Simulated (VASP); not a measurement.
Wanted: the native input for a VASP 6.6.1 run.

```yaml
Task: single point
Functional: PBE
Potentials_or_basis: VASP PAW PBE potentials, release 64 (Bi_d)
Cutoff: 520 eV
k_mesh: 14 × 14 × 14
Occupations: gaussian, width 0.1 eV
Spin: no spin polarisation
Dipole_correction: no
Further_INCAR_settings: ALGO = Normal; EDIFF = 1e-07; NBANDS = 14
```

The structure of Bi lies in POSCAR:

```
Bi
1.0
   -2.0097101470      2.0097101470      2.0097101470
    2.0097101470     -2.0097101470      2.0097101470
    2.0097101470      2.0097101470     -2.0097101470
Bi
1
Direct
    0.0000000000      0.0000000000      0.0000000000
```

This isn't the form of Bi at room conditions, which is rhombohedral.

The cell isn't the ideal one: Sb replaced by Bi, lengths x 1.039, strained and moved within the space group.

The input as run:

INCAR

```
PREC = Accurate
ENCUT = 520
EDIFF = 1E-7
ISMEAR = 0
SIGMA = 0.1
LREAL = False
LASPH = True
NELM = 100
ALGO = Normal
ISIF = 2
LWAVE = False
LCHARG = False
GGA = PE
NBANDS = 14
```

KPOINTS

```
regular mesh
0
Gamma
  14 14 14
```

Potentials or basis: VASP PAW PBE potentials, release 64 (Bi_d).

Launch:

```sh
$ cat potpaw_PBE.64/Bi_d/POTCAR > POTCAR
$ mpirun -np 1 vasp_std > vasp.out
```

Results of the run:

* Pressure: -1.5 GPa
* Band gap on the k mesh: none (metal or under the smearing width)

Caveat: spin-orbit coupling is left out, which moves the levels of the heavy elements.

Run time: 16 s on 1 thread of Intel(R) Xeon(R) 6975P-C (Granite Rapids) (shared host), peak memory 0.18 GiB.
